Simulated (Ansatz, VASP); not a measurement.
Si2Mo in VASP and in Ansatz

The input INCAR:

```
PREC = Accurate ; ENCUT = 520
EDIFF = 1E-7 ; ISMEAR = -1
SIGMA = 0.05 ; LREAL = False
LASPH = True ; NELM = 60
ALGO = Normal ; ISIF = 2
LWAVE = False ; LCHARG = False
GGA = PE ; NBANDS = 18
```

KPOINTS

```
Automatic mesh
0
Gamma
  12 12 12
```

The input POSCAR:

```
Si2Mo
1.0
   -1.6313805159      1.6313805159      4.0075881985
    1.6313805159     -1.6313805159      4.0075881985
    1.6313805159      1.6313805159     -4.0075881985
Mo Si
1 2
Direct
    0.0000000000      0.0000000000      0.0000000000
    0.6670000000      0.6670000000      0.0000000000
    0.3330000000      0.3330000000      0.0000000000
```

input.yaml

```yaml
crystal:
  lattice:
    - [-1.6313805159, 1.6313805159, 4.0075881985]
    - [1.6313805159, -1.6313805159, 4.0075881985]
    - [1.6313805159, 1.6313805159, -4.0075881985]
  atoms:
    - { symbol: Mo, position: [0.0, 0.0, 0.0] }
    - { symbol: Si, position: [0.667, 0.667, 0.0] }
    - { symbol: Si, position: [0.333, 0.333, 0.0] }
hamiltonian:
  xc: pbe
  pseudopotentials: { kind: paw }
kpoints:
  mp_grid: { grid: [12, 12, 12] }
scf:
  occupations: { method: fermi_dirac, width: 0.05 }
output:
  forces: true
  stress: true
  eigenvalues: true
```

Change from the starting cell: volume scaled by 1.06.

Alike in both runs: task single point; functional PBE; k mesh 12 × 12 × 12; occupations fermi-dirac, width 0.05 eV; no spin polarisation.

|  | VASP | Ansatz |
| --- | --- | --- |
| version | VASP 6.6.1 | Ansatz 0.2.0 |
| potentials or method | VASP PAW PBE potentials, release 64 (Mo_sv, Si) | Ansatz PAW |
| plane-wave cutoff (eV) | 520 | 420 |
| valence electrons in the cell | 22 | 22 |

VASP gave:

```
gap on the k mesh at the Fermi level (eV)       : none
pressure (GPa)                                  : -8.8
largest component of the traceless stress (GPa) : 1.68
rms of the force components (eV/Å)              : 0.170
```

Question: Which values does Ansatz return?

Answer: gap on the k mesh at the Fermi level (eV): none; pressure (GPa): -8.9; largest component of the traceless stress (GPa): 1.67; rms of the force components (eV/Å): 0.172.

Atom by atom the forces differ by 0.002 eV/Å (rms over components). A gap of «none» marks a metal or a gap that the smearing closes.
